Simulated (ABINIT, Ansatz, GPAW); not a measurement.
**Co: programs and potentials compared**

```xyz
2
Lattice="2.4720 0.0000 0.0000 -1.2360 2.1408 0.0000 0.0000 0.0000 4.0211" Properties=species:S:1:pos:R:3 pbc="T T T"
Co    1.2570    0.6694    2.9866
Co    0.0418    1.3977    0.9655
```

Atoms were shifted at random by some hundredths of an Å from the given cell, which wasn't relaxed again for these runs.

Alike in all runs: task single point; functional PBEsol; k mesh 12 × 12 × 7; occupations fermi-dirac, width 0.05 eV; collinear spin, ferromagnetic start; no spin-orbit coupling. Pressure is positive in compression and, in plane waves, holds the error of the finite cutoff, which Ansatz's Pulay term estimates and takes out.

```csv
program and potentials,plane-wave cutoff (eV),notes,pressure (GPa),net moment per atom (μB),largest force (eV/Å),energy over the undisturbed cell (meV/atom)
"Ansatz, Ansatz PAW",420,"potentials made for PBE, which Ansatz adapts in part; 17 valence electrons an atom on average; Pulay term of +0.21 GPa included",-5.71,1.60,0.092,0.59
"GPAW, PAW data sets generated for this functional",600,9 valence electrons an atom on average,-5.27,1.60,0.096,0.61
"ABINIT, JTH PAW PBE v2.0",707,potentials made for PBE; 17 valence electrons an atom on average,-4.80,1.60,0.094,-
"Ansatz, all-electron LAPW, scalar-relativistic",-,-,-5.79,1.60,0.091,-
```

Force on atom 1 (Co), eV/Å:

```csv
program and potentials,x,y,z
"Ansatz, Ansatz PAW",0.054,0.038,-0.064
"GPAW, PAW data sets generated for this functional",0.055,0.039,-0.069
"ABINIT, JTH PAW PBE v2.0",0.049,0.041,-0.068
"Ansatz, all-electron LAPW, scalar-relativistic",0.053,0.038,-0.063
```

The pressure spans -5.79 (Ansatz, all-electron LAPW, scalar-relativistic) to -4.80 GPa (ABINIT, JTH PAW PBE v2.0), with all-electron results at -5.79. All agree on the net moment per atom. The state is the one that the start led to, which needn't be the lowest.

Differences between rows come from potentials, basis sets and numerical settings, since the functional is the same but for its coding. Runs on potential files found faulty are left out.
